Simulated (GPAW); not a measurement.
# Zn (P6_3/mmc) in GPAW: a series of runs

One crystal, Zn, is run at these levels: LDA, PBE; tasks: band structure, equation of state.

Program: GPAW 26.7.0. These are calculated values, not measurements. Logs are shortened: lines on timing, memory, paths and dates and some standing lists are left out, and cuts for length are marked. The log counts tension as positive stress, the text compression.

### 1 The crystal as given

It takes space group P6_3/mmc (No. 194, hexagonal). Conventional cell: a = 2.670 Å, b = 2.670 Å, c = 4.966 Å, α = 90.00°, β = 90.00°, γ = 120.00°. Around Zn (site symmetry -6m2) lie 12 Zn at 2.67 to 2.92 Å.

### 2 Band structure, LDA

Contents of run.py:

```python
from ase.dft.bandgap import bandgap
from ase.io import read, write
from ase.units import GPa
from gpaw import GPAW, PW, setup_paths

setup_paths.insert(0, '.')

atoms = read('Zn.cif')

calc = GPAW(mode=PW(600),
            xc='LDA',
            kpts={'size': (8, 8, 4), 'gamma': True},
            occupations={'name': 'fermi-dirac', 'width': 0.05},
            nbands=21,
            convergence={'density': 1e-05, 'energy': 1e-05},
            maxiter=150,
            txt='gpaw.txt')
atoms.calc = calc
energy = atoms.get_potential_energy()
forces = atoms.get_forces()
stress = atoms.get_stress()
calc.write('gs.gpw')
write('result.traj', atoms)
print(f'Energy: {energy:.6f} eV')
print('Forces (eV/A):')
print(forces.round(4))
print('Stress (GPa):', (stress / GPa).round(3))
print('Fermi level:', round(calc.get_fermi_level(), 4), 'eV')
print(f'Gap: {bandgap(calc)[0]:.4f} eV, direct: {bandgap(calc, direct=True)[0]:.4f} eV')

path = atoms.cell.bandpath('GMKGALHA,LM,KH', npoints=80, eps=1e-4)
bs_calc = calc.fixed_density(kpts=path, symmetry='off', nbands=32,
                             convergence={'bands': 'CBM+6.0', 'eigenstates': 1e-6}, txt='bands.txt')
bs = bs_calc.band_structure()
bs.write('bs.json')
print(f'Gap on the path: {bandgap(bs_calc)[0]:.4f} eV')
```

Contents of Zn.cif:

```cif
data_Zn
_cell_length_a 2.67000000
_cell_length_b 2.67000000
_cell_length_c 4.96600000
_cell_angle_alpha 90.00000000
_cell_angle_beta 90.00000000
_cell_angle_gamma 120.00000000
_space_group_name_H-M_alt 'P1'
_space_group_name_Hall 'P 1'
_space_group_IT_number 1
loop_
_space_group_symop_operation_xyz
'x,y,z'
loop_
_atom_site_label
_atom_site_type_symbol
_atom_site_symmetry_multiplicity
_atom_site_Wyckoff_symbol
_atom_site_fract_x
_atom_site_fract_y
_atom_site_fract_z
_atom_site_occupancy
Zn1 Zn 1 a 0.6666666667 0.3333333333 0.7500000000 1
Zn2 Zn 1 a 0.3333333333 0.6666666667 0.2500000000 1
```

Potentials or basis: PAW data sets generated in the run's folder for this functional, pw.

Run with:

```bash
$ gpaw-setup -f LDA Zn
$ OMP_NUM_THREADS=1 python run.py
```

gpaw.txt:

```text
__  _  _
 | _ |_)|_||  |
 |__||  | ||/\| - 26.7.0

Input parameters:
  mode=PW(ecut=600.0),
  convergence={'density': 1e-05, 'energy': 1e-05},
  kpts=MonkhorstPack(size=(8, 8, 4), gamma=True),
  maxiter=150,
  nbands=21,
  occupations=Occupations(name='fermi-dirac', width=0.05),
  xc=XC(name='LDA')

Diagonalizing LCAO Hamiltonian
Converting LCAO to pw mode

          Zn

        Zn

Atoms  # Å, Bohr magnetons
|   | symbol |         x |        y |        z |    initial magnetic moments |
|---|--------|-----------|----------|----------|-----------------------------|
| 0 |     Zn |  1.335000 | 0.770763 | 3.724500 | ( 0.0000,  0.0000,  0.0000) |
| 1 |     Zn | -0.000000 | 1.541525 | 1.241500 | ( 0.0000,  0.0000,  0.0000) |

Unit cell  # Å
| periodic |         x |        y |        z |  lengths |     angles |
|----------|-----------|----------|----------|----------|------------|
|      yes |  2.670000 | 0.000000 | 0.000000 | 2.670000 |  90.000000 |
|      yes | -1.335000 | 2.312288 | 0.000000 | 2.670000 |  90.000000 |
|      yes |  0.000000 | 0.000000 | 4.966000 | 4.966000 | 120.000000 |

Number of symmetries: 12
Symmetry operations  # r_c * U_cc + t_c -> r_c
|    | kind |            matrix            |
|----|------|------------------------------|
|  0 |  σ   |  1, 1, 0,  0,-1, 0,  0, 0, 1 |
|  1 |  S6  |  1, 1, 0, -1, 0, 0,  0, 0,-1 |
|  2 |  E   |  1, 0, 0,  0, 1, 0,  0, 0, 1 |
|  3 |  C2  |  1, 0, 0, -1,-1, 0,  0, 0,-1 |
|  4 |  C2  |  0, 1, 0,  1, 0, 0,  0, 0,-1 |
|  5 |  C3  |  0, 1, 0, -1,-1, 0,  0, 0, 1 |
|  6 |  S6  |  0,-1, 0,  1, 1, 0,  0, 0,-1 |
|  7 |  σ   |  0,-1, 0, -1, 0, 0,  0, 0, 1 |
|  8 |  σ   | -1, 0, 0,  1, 1, 0,  0, 0, 1 |
|  9 |  i   | -1, 0, 0,  0,-1, 0,  0, 0,-1 |
| 10 |  C3  | -1,-1, 0,  1, 0, 0,  0, 0, 1 |
| 11 |  C2  | -1,-1, 0,  0, 1, 0,  0, 0,-1 |

BZ-sampling:
  Number of BZ points: 256
  Number of IBZ points: 35

  Monkhorst-Pack size: [8, 8, 4]
  Monkhorst-Pack shift: [0.0625, 0.0625, 0.125]

K-points  # in reciprocal-cell coordinates
|     |                                coordinates |     weight |
|-----|--------------------------------------------|------------|
|   0 | (  0.00000000,   0.00000000,   0.00000000) | 0.00390625 |
|   1 | (  0.00000000,   0.00000000,   0.25000000) | 0.00781250 |
|   2 | (  0.00000000,   0.00000000,   0.50000000) | 0.00390625 |
|   3 | (  0.12500000,   0.00000000,  -0.25000000) | 0.02343750 |
|   4 | (  0.12500000,   0.00000000,   0.00000000) | 0.02343750 |
|   5 | (  0.12500000,   0.00000000,   0.25000000) | 0.02343750 |
|   6 | (  0.12500000,   0.00000000,   0.50000000) | 0.02343750 |
|   7 | (  0.25000000,  -0.12500000,   0.00000000) | 0.02343750 |
|   8 | (  0.25000000,  -0.12500000,   0.25000000) | 0.04687500 |
|   9 | (  0.25000000,  -0.12500000,   0.50000000) | 0.02343750 |
| ... |                                            |            |
|  34 | (  0.50000000,   0.50000000,   0.50000000) | 0.01171875 |

Plane wave coefficients: 1051
Cutoff: 600.0 eV

Spin-components: 1 (collinear spins)
Bands:           21
Projectors:      12
Spin-degeneracy: 2
Datatype:        complex128

Parallelization:
  kpt:    1
  domain: 1
  band:   1

Density:
  Valence electrons: 24.0
  Components: 1
  Grid points: [16 16 30]
  Charge: 0.0  # |e|

Potential:
  Grid points: [16 16 30]

species:
  Zn:
    name:    Zinc
    Z:       30.0
    valence: 12
    core:    18
    charge:  0.0  # [|e|]
    compensation charges:
      type: gauss
      rc: 0.37  # [Å]
      lmax: 2
    cutoffs:
      filter: 2.14  # [Å]
      core: 2.28  # [Å]
    projectors
    | kind |    occ | energy [eV] | rcut [Å] |
    |------|--------|-------------|----------|
    |   4s |  2.000 |      -6.218 |    1.286 |
    |   4p |  0.000 |      -1.230 |    1.270 |
    |   3d | 10.000 |     -10.426 |    1.180 |
    |    s |        |      20.994 |    1.286 |
    |    p |        |      25.981 |    1.270 |
    |    d |        |      16.786 |    1.180 |

    Using partial waves for Zn as LCAO basis

Reference energy: -97575.803408  # eV

eigensolver:
  PPCG
  Converge bands: occupied
  niter=2

density mixing:
  MSR1-Mixer
  Pratt-step length: 0.05
  Maximum mixing coefficient: 0.75
  Old densities: 10
  SVD Regularization: 0.005
  Good broyden scale: 1.0
  Trust region scale: 1.0
  Backstep threshold: 4.0
  History deletion threshold: 6.0
  Fourier metric: weight=20.0, sigma=0.015

occupation numbers:
  Fermi-Dirac:
    width: 0.0500  # eV

poisson solver:
  ecut: 4800.0  # eV

xc functional:
  name: None

convergence criteria:
[... 6 lines left out ...]
|iter     | |      energy | eigst |  dens |
|---------|-|-------------|-------|-------|
|iter:   1| |   -4.006406 | +0.24 |       |
|iter:   2| |   -3.946926 | -2.68 | -1.40 |
|iter:   3| |   -3.795844 | -1.74 | -1.44 |
|iter:   4| |   -3.794747 | -3.53 | -1.91 |
|iter:   5| |   -3.794344 | -3.42 | -2.26 |
|iter:   6| |   -3.794373 | -5.41 | -3.56 |
|iter:   7| |   -3.794378c| -6.44 | -3.84 |
|iter:   8| |   -3.794378c| -7.92c| -4.52 |
|iter:   9| |   -3.794378c| -8.38c| -4.92 |
|iter:  10| |   -3.794378c| -8.63c| -5.94c|

Converged in 10 steps
Energy contributions relative to reference atoms: (reference = -97575.803408)

Energy contributions:
  Kinetic:          -7.140904
  Coulomb:           9.677526
  Zero:             -0.052419
  External:          0.000000
  Xc:               -6.276483
  Entropy:          -0.004197
  Spinorbit:         0.000000
  ----------------------------
  Free energy:      -3.796476
  Extrapolated:     -3.794378

dipole moment: (-0.000000, -0.000000, -0.000000)  # |e|*Ang

Fermi level: 6.066
Eigenvalues  # (at kpt = [0.000, 0.000, 0.000])
| band index |      eig [eV] | occ [0-2] |
|------------|---------------|-----------|
|          0 |        -4.159 |     2.000 |
|        ... |               |           |
|          5 |        -1.442 |     2.000 |
|          6 |        -1.442 |     2.000 |
|          7 |        -1.127 |     2.000 |
|          8 |        -1.127 |     2.000 |
|          9 |        -0.922 |     2.000 |
|         10 |        -0.922 |     2.000 |
[... 8 lines left out ...]
|         19 |        25.350 |     0.000 |
|         20 |        26.483 |     0.000 |

No gap
No difference between direct/indirect transitions

Forces  # eV/Ang
|        x |        y |        z |
|----------|----------|----------|
| -0.00000 |  0.00000 |  0.00010 |  # Zn   0
|  0.00000 | -0.00000 | -0.00010 |  # Zn   1

Stress tensor  # eV/Ang^3
|         x |         y |        z |
|-----------|-----------|----------|
|  0.057152 | -0.000000 | 0.000000 |
| -0.000000 |  0.057152 | 0.000000 |
|  0.000000 |  0.000000 | 0.060066 |

# Writing to gs.gpw (mode='')
```

Run time: 35 s. Hardware: 1 thread of Arm Neoverse V1, shared host; peak memory 0.22 GiB.

Results:

| Quantity | Value |
| --- | --- |
| Free energy | -3.7965 eV |
| Pressure | -9.3 GPa |
| Band gap along the path | none (metal or under the smearing width) |

Stress tensor (GPa, compression positive):
```
-9.16  0.00  0.00
 0.00 -9.16  0.00
 0.00  0.00 -9.62
```

Levels at the corners of the path, in eV from the Fermi level:
```csv
point,band 9,band 10,band 11,band 12,band 13,band 14,band 15,band 16
Γ,-7.19,-6.99,-6.99,-3.46,-3.00,13.45,17.12,17.27
M,-6.80,-6.78,-2.67,-2.06,2.64,3.62,4.03,5.84
K,-7.08,-7.08,0.09,0.09,0.31,5.02,6.02,6.02
Γ,-7.19,-6.99,-6.99,-3.46,-3.00,13.45,17.12,17.27
A,-7.07,-7.07,-7.07,-7.07,4.61,4.61,18.53,18.53
L,-6.79,-6.79,-1.70,-1.70,0.16,0.16,10.05,10.05
H,-7.00,-7.00,1.08,1.08,1.95,1.95,2.12,2.12
A,-7.07,-7.07,-7.07,-7.07,4.61,4.61,18.53,18.53
L,-6.79,-6.79,-1.70,-1.70,0.16,0.16,10.05,10.05
M,-6.80,-6.78,-2.67,-2.06,2.64,3.62,4.03,5.84
K,-7.08,-7.08,0.09,0.09,0.31,5.02,6.02,6.02
H,-7.00,-7.00,1.08,1.08,1.95,1.95,2.12,2.12
```

### 3 Equation of state, PBE

Contents of run.py:

```python
from ase.eos import EquationOfState
from ase.io import Trajectory, read
from ase.units import GPa
from gpaw import GPAW, PW, setup_paths

setup_paths.insert(0, '.')

atoms = read('Zn.cif')

traj = Trajectory('eos.traj', 'w')
volumes, energies = [], []
for x in [0.94, 0.96, 0.98, 1.0, 1.02, 1.04, 1.06]:
    a = atoms.copy()
    a.set_cell(atoms.cell * x**(1 / 3), scale_atoms=True)
    calc = GPAW(mode=PW(1100),
                xc='PBE',
                kpts={'size': (8, 8, 4), 'gamma': True},
                occupations={'name': 'fermi-dirac', 'width': 0.05},
                setups='sg15',
                nbands=-9,
                convergence={'density': 1e-05, 'energy': 1e-05},
                maxiter=150,
                txt=f'eos-{x:.2f}.txt')
    a.calc = calc
    energies.append(a.get_potential_energy(force_consistent=True))
    volumes.append(a.get_volume())
    p = -a.get_stress()[:3].mean() / GPa
    calc.write(f'eos-{x:.2f}.gpw')
    traj.write(a)
    print(f'{x:.2f} {volumes[-1]:10.4f} A^3 {energies[-1]:14.6f} eV {p:9.3f} GPa', flush=True)

v0, e0, B = EquationOfState(volumes, energies, eos='birchmurnaghan').fit()
print(f'V0 = {v0:.4f} A^3, E0 = {e0:.6f} eV, B0 = {B / GPa:.2f} GPa')
```

Contents of Zn.cif:

```cif
data_Zn
_cell_length_a 2.67000000
_cell_length_b 2.67000000
_cell_length_c 4.96600000
_cell_angle_alpha 90.00000000
_cell_angle_beta 90.00000000
_cell_angle_gamma 120.00000000
_space_group_name_H-M_alt 'P6_3/mmc'
_space_group_name_Hall '-P 6c 2c'
_space_group_IT_number 194
loop_
_space_group_symop_operation_xyz
'x,y,z'
'-x,-y,-z'
'x-y,x,z+1/2'
'-x+y,-x,-z+1/2'
'-y,x-y,z'
'y,-x+y,-z'
'-x,-y,z+1/2'
'x,y,-z+1/2'
'-x+y,-x,z'
'x-y,x,-z'
'y,-x+y,z+1/2'
'-y,x-y,-z+1/2'
'-y,-x,-z+1/2'
'y,x,z+1/2'
'-x,-x+y,-z'
'x,x-y,z'
'-x+y,y,-z+1/2'
'x-y,-y,z+1/2'
'y,x,-z'
'-y,-x,z'
'x,x-y,-z+1/2'
'-x,-x+y,z+1/2'
'x-y,-y,-z'
'-x+y,y,z'
loop_
_atom_site_label
_atom_site_type_symbol
_atom_site_symmetry_multiplicity
_atom_site_Wyckoff_symbol
_atom_site_fract_x
_atom_site_fract_y
_atom_site_fract_z
_atom_site_occupancy
Zn1 Zn 2 c 0.6666666667 0.3333333333 0.7500000000 1
```

Potentials or basis: SG15 ONCV 1.2, pw.

Run with:

```bash
$ OMP_NUM_THREADS=1 python run.py
```

What it wrote:

```text
__  _  _
 | _ |_)|_||  |
 |__||  | ||/\| - 26.7.0

Input parameters:
  mode=PW(ecut=1100.0),
  convergence={'density': 1e-05, 'energy': 1e-05},
  kpts=MonkhorstPack(size=(8, 8, 4), gamma=True),
  maxiter=150,
  nbands=-9,
  occupations=Occupations(name='fermi-dirac', width=0.05),
  setups={'default': 'sg15'},
  xc=XC(name='PBE')

Diagonalizing LCAO Hamiltonian
Converting LCAO to pw mode

          Zn

        Zn

Atoms  # Å, Bohr magnetons
|   | symbol |         x |        y |        z |    initial magnetic moments |
|---|--------|-----------|----------|----------|-----------------------------|
| 0 |     Zn |  1.307747 | 0.755028 | 3.648468 | ( 0.0000,  0.0000,  0.0000) |
| 1 |     Zn | -0.000000 | 1.510057 | 1.216156 | ( 0.0000,  0.0000,  0.0000) |

Unit cell  # Å
| periodic |         x |        y |        z |  lengths |     angles |
|----------|-----------|----------|----------|----------|------------|
|      yes |  2.615495 | 0.000000 | 0.000000 | 2.615495 |  90.000000 |
|      yes | -1.307747 | 2.265085 | 0.000000 | 2.615495 |  90.000000 |
|      yes |  0.000000 | 0.000000 | 4.864625 | 4.864625 | 120.000000 |

Number of symmetries: 12
Symmetry operations  # r_c * U_cc + t_c -> r_c
|    | kind |            matrix            |
|----|------|------------------------------|
|  0 |  σ   |  1, 1, 0,  0,-1, 0,  0, 0, 1 |
|  1 |  S6  |  1, 1, 0, -1, 0, 0,  0, 0,-1 |
|  2 |  E   |  1, 0, 0,  0, 1, 0,  0, 0, 1 |
|  3 |  C2  |  1, 0, 0, -1,-1, 0,  0, 0,-1 |
|  4 |  C2  |  0, 1, 0,  1, 0, 0,  0, 0,-1 |
|  5 |  C3  |  0, 1, 0, -1,-1, 0,  0, 0, 1 |
[... 98 lines left out ...]
  Fourier metric: weight=20.0, sigma=0.015

occupation numbers:
  Fermi-Dirac:
    width: 0.0500  # eV

poisson solver:
  ecut: 8800.0  # eV

xc functional:
  name: PBE with 2 nearest neighbor stencil

convergence criteria:
[... 6 lines left out ...]
|iter     | |      energy | eigst |  dens |
|---------|-|-------------|-------|-------|
|iter:   1| |-10893.190403 | +0.49 |       |
|iter:   2| |-10893.742473 | -0.72 | -1.71 |
|iter:   3| |-324842.033569 | +5.20 | -1.72 |
|iter:   4| |-10822.471977 | +2.77 | +1.22 |
|iter:   5| |-10889.869904 | +1.74 | -0.87 |
|iter:   6| |-10893.583826 | +0.43 | -1.53 |
|iter:   7| |-10893.720303 | -1.08 | -2.16 |
|iter:   8| |-10893.706968 | -2.55 | -2.24 |
|iter:   9| |-10893.699886 | -2.74 | -2.39 |
|iter:  10| |-10893.700868 | -3.96 | -2.76 |
|iter:  11| |-10893.699325 | -3.77 | -2.75 |
|iter:  12| |-10893.699326 | -5.71 | -3.65 |
|iter:  13| |-10893.699318c| -6.13 | -3.82 |
|iter:  14| |-10893.699315c| -6.36 | -4.11 |
|iter:  15| |-10893.699315c| -7.69c| -5.02c|

Converged in 15 steps
Energy contributions relative to reference atoms: (reference = 0.000000)

Energy contributions:
  Kinetic:        1026.843464
  Coulomb:      -12711.147078
  Zero:           1782.079710
  External:          0.000000
  Xc:             -991.472810
  Entropy:          -0.005203
  Spinorbit:         0.000000
  ----------------------------
  Free energy:  -10893.701917
  Extrapolated: -10893.699315

dipole moment: (0.000000, 0.000000, 0.000000)  # |e|*Ang

Fermi level: 9.458
Eigenvalues  # (at kpt = [0.000, 0.000, 0.000])
| band index |      eig [eV] | occ [0-2] |
|------------|---------------|-----------|
|          0 |      -117.091 |     2.000 |
|        ... |               |           |
|         13 |         1.908 |     2.000 |
|         14 |         1.908 |     2.000 |
|         15 |         2.274 |     2.000 |
|         16 |         2.274 |     2.000 |
|         17 |         2.504 |     2.000 |
|         18 |         2.504 |     2.000 |
[... 8 lines left out ...]
|         27 |        29.306 |     0.000 |
|         28 |        30.422 |     0.000 |

No gap
No difference between direct/indirect transitions

Stress tensor  # eV/Ang^3
|         x |         y |         z |
|-----------|-----------|-----------|
| -0.042353 |  0.000000 |  0.000000 |
|  0.000000 | -0.042353 | -0.000000 |
|  0.000000 | -0.000000 | -0.000641 |

# Writing to eos-0.94.gpw (mode='')
```

stdout:

```text
0.94    28.8196 A^3  -10893.701917 eV     4.558 GPa
0.96    29.4328 A^3  -10893.716285 eV     2.588 GPa
0.98    30.0460 A^3  -10893.723693 eV     0.871 GPa
1.00    30.6591 A^3  -10893.724737 eV    -0.663 GPa
1.02    31.2723 A^3  -10893.720582 eV    -1.975 GPa
1.04    31.8855 A^3  -10893.711565 eV    -3.122 GPa
1.06    32.4987 A^3  -10893.698350 eV    -4.117 GPa
V0 = 30.4749 A^3, E0 = -10893.725061 eV, B0 = 73.12 GPa
```

eos-0.96.txt:

```text
SCF iterations
|iter     | |      energy | eigst |  dens |
|---------|-|-------------|-------|-------|
|iter:   1| |-10893.024496 | +0.46 |       |
|iter:   2| |-10893.751864 | -0.62 | -1.73 |
|iter:   3| |-45863.940356 | +4.09 | -1.72 |
|iter:   4| |-10845.878828 | +2.60 | +0.75 |
|iter:   5| |-10891.132540 | +1.53 | -0.92 |
[... 39 lines left out ...]
|         17 |         2.250 |     2.000 |
|         18 |         2.250 |     2.000 |
[... 8 lines left out ...]
|         27 |        28.746 |     0.000 |
|         28 |        29.926 |     0.000 |

No gap
No difference between direct/indirect transitions

Stress tensor  # eV/Ang^3
|         x |         y |        z |
|-----------|-----------|----------|
| -0.027477 |  0.000000 | 0.000000 |
|  0.000000 | -0.027477 | 0.000000 |
|  0.000000 |  0.000000 | 0.006502 |

# Writing to eos-0.96.gpw (mode='')
```

Wall time 9.2 min (1 thread of Arm Neoverse V1, shared host); peak memory 0.37 GiB.

Results:

- Equilibrium volume: 15.24 Å³/atom
- Bulk modulus at fixed shape and positions: 73 GPa
- Pressure derivative of the bulk modulus: 5.5

Energy against volume, from the lowest point:
```tsv
volume (Å³/atom)	energy (meV/atom)
14.410	11.41
14.716	4.23
15.023	0.52
15.330	0.00
15.636	2.08
15.943	6.59
16.249	13.19
```

Caveat: the cell was scaled at fixed shape and fractional positions, which overstates the stiffness of a crystal with free parameters, most of all of layers and chains.

(Part 1 of 2 ends here.)
